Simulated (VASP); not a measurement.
Set up this calculation in VASP 6.6.1, as the native input.

| Item | Value |
| --- | --- |
| Task | single point |
| Functional | PBEsol |
| Potentials or basis | VASP PAW PBE potentials, release 64 (K_sv, Br) |
| Cutoff | 520 eV |
| k mesh | 5 × 5 × 5 |
| Occupations | gaussian, width 0.01 eV |
| Spin | no spin polarisation |
| Dipole correction | no |
| Further INCAR settings | ALGO = Normal; EDIFF = 1e-06; NBANDS = 15 |

The structure of KBr lies in POSCAR:

```
KBr
1.0
    0.0000000000      3.2782888451      3.3438546220
    3.2782888451      0.0000000000      3.3438546220
    3.2782888451      3.2782888451      0.0000000000
K Br
1 1
Direct
    0.0000000000      0.0000000000      0.0000000000
    0.5000000000      0.5000000000      0.5000000000
```

These files were run (other wordings do the same):

INCAR

```
SYSTEM = KBr
PREC = Accurate ; ENCUT = 520
EDIFF = 1E-6 ; ISMEAR = 0
SIGMA = 0.01 ; LREAL = .False.
LASPH = .True. ; NELM = 100
ALGO = Normal ; ISIF = 2
LWAVE = .False. ; LCHARG = .False.
GGA = PS ; NBANDS = 15
```

KPOINTS

```
Automatic mesh
0
Gamma
  5 5 5
  0 0 0
```

Potentials or basis: VASP PAW PBE potentials, release 64 (K_sv, Br).

Launch:

```sh
$ cat potpaw_PBE.64/K_sv/POTCAR potpaw_PBE.64/Br/POTCAR > POTCAR
$ mpirun -np 1 vasp_std > vasp.out
```

Results of the run:

```json
{
  "Pressure": "-0.3 GPa",
  "Band gap on the k mesh": "4.28 eV, direct"
}
```

Caveat: the PAW data sets were made with another functional, which shifts forces and pressure a little.

It took 44 s on 1 thread of AMD EPYC 7R43 64-Core Processor (Zen 3), on a shared host, peak memory 0.17 GiB.
